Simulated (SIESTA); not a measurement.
**Li2S under changes of volume**

One of the cells (15.344 Å³/atom); the others are scaled copies at fixed shape and fractional positions:

```
S Li
1.0
     0.00000    2.84450    2.84450
     2.84450    0.00000    2.84450
     2.84450    2.84450    0.00000
S Li
1 2
Direct
  0.00000 0.00000 0.00000
  0.75000 0.75000 0.75000
  0.25000 0.25000 0.25000
```

| Quantity | Value |
| --- | --- |
| Program | SIESTA 5.4.2 |
| Functional | LDA |
| Potentials or basis | PseudoDojo 0.4 standard (LDA files) |
| Basis | DZP (energy shift 0.003 Ry; two zetas on semicore shells) |
| Grid cutoff | 800 Ry |
| Energy shift | 0.003 Ry |
| k mesh | 8 × 8 × 8 |
| Occupations | fermi-dirac, width 0.05 eV |
| Spin | no spin polarisation |

| volume (Å³/atom) | energy over the lowest point (meV/atom) | pressure (GPa) | gap on the mesh (eV) |
| --- | --- | --- | --- |
| 14.423 | 1.23 | 1.1 | 3.20 |
| 14.730 | 0.00 | 0.2 | 3.22 |
| 15.037 | 0.44 | -0.6 | 3.24 |
| 15.344 | 2.41 | -1.4 | 3.26 |
| 15.650 | 5.80 | -2.1 | 3.28 |
| 15.957 | ? | ? | ? |
| 16.264 | 16.37 | -3.4 | 3.31 |

Question: What does the run at 15.957 Å³/atom give?

Answer: Energy over the lowest point 10.49 meV/atom; pressure -2.8 GPa; gap on the mesh 3.30 eV.

Worked out: A Birch-Murnaghan fit of order 3 (a polynomial in V^(-2/3)) to the other rows has its minimum at 14.80 Å³/atom with B0 = V·E''(V) = 41 GPa and B' = 3.0. It gives 10.48 meV/atom at 15.957 Å³/atom, against the run's 10.49, and -dE/dV = -2.8 GPa, against -2.8. A straight line through the other rows of the gap, of slope 0.929 eV per unit of ln V, gives 3.30 eV, against the run's 3.30.

Energies are extrapolated to zero smearing.

Caveats: the basis of atomic orbitals isn't converged, which shifts pressures, moduli and gaps.

A mesh can miss the band edges.
